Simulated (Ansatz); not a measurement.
# Se: the cost of one run

Computed with Ansatz 0.2.0 (DFT r2SCAN, scalar-relativistic, plane waves, PAW, unless a step's input says otherwise).

## (1) The system as given

Symmetry: I4_1/amd, No. 141, tetragonal system. Conventional cell: a = 5.834 Å, b = 5.834 Å, c = 3.182 Å, α = 90.00°, β = 90.00°, γ = 90.00°. Se (site symmetry -4m2) is surrounded by 6 Se at 3.02 to 3.18 Å.

As a file:

```
CELL_PARAMETERS angstrom
-2.91689 2.91689 1.59122
2.91689 -2.91689 1.59122
2.91689 2.91689 -1.59122
ATOMIC_POSITIONS crystal
Se 0.00000 0.00000 0.00000
Se 0.75000 0.25000 0.50000
```

This is candidate A: beta-tin type (I4_1/amd, No. 141).

(A quick probe on a coarse mesh, which set the mesh and smearing, is not shown.)

## (3) A loose first relaxation (candidate A)

The input, input.yaml:

```yaml
crystal:
  lattice:
    - [-2.9168893579, 2.9168893579, 1.5912169889]
    - [2.9168893579, -2.9168893579, 1.5912169889]
    - [2.9168893579, 2.9168893579, -1.5912169889]
  atoms:
    - { symbol: Se, position: [0.0, 0.0, 0.0] }
    - { symbol: Se, position: [0.75, 0.25, 0.5] }
basis:
  ecutwfc: 500
kpoints:
  mp_grid: { grid: [6, 6, 6] }
hamiltonian:
  xc: r2scan
scf:
  occupations: { method: gaussian, width: 0.1 }
  lower_state_search: "off"
output:
  forces: true
  stress: true
  eigenvalues: true
relax:
  adjacent_minimum: "off"
  f_tol: 0.04
  max_steps: 70
  cell: { stress_tol: 0.4 }
```

**Question.** How long does this run take on 1 thread of an x86-64 CPU, shared host, and how much memory does it need?

About 31 s, with a peak of 0.61 GiB.
